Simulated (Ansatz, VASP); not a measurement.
# Pb: VASP beside Ansatz

```
Pb
1.0
    -2.02566    1.96370    1.99549
     2.03510   -1.95143    1.99266
     1.98820    1.91397   -1.98322
Pb
1
Cartesian
  0.0000 0.0000 0.0000
```

This isn't the form of Pb at room conditions, which is fcc.

Alike in both runs: task single point; functional PBE; k mesh 6 × 6 × 6; no spin polarisation.

|  | VASP | Ansatz |
| --- | --- | --- |
| version | VASP 6.6.1 | Ansatz 0.2.0 |
| potentials or method | VASP PAW PBE potentials, release 64 (Pb_d) | plane waves, PAW |
| plane-wave cutoff (eV) | 520 | 540 |
| occupations | methfessel-paxton of order 1, width 0.15 eV | cold, width 0.15 eV |
| valence electrons in the cell | 14 | 14 |

VASP gave:

| Item | Value |
| --- | --- |
| pressure (GPa) | 0.8 |
| largest component of the traceless stress (GPa) | 0.85 |

Question: Estimate Ansatz's values.

Answer: Pressure (GPa): 0.8; largest component of the traceless stress (GPa): 0.79.

Ansatz warned: «stress_scf_threshold_loose».

Caveats: the k mesh is coarse (spacing up to 0.38 Å⁻¹), so the values aren't converged. The runs have no spin-orbit coupling, so splittings on Pb are missing.
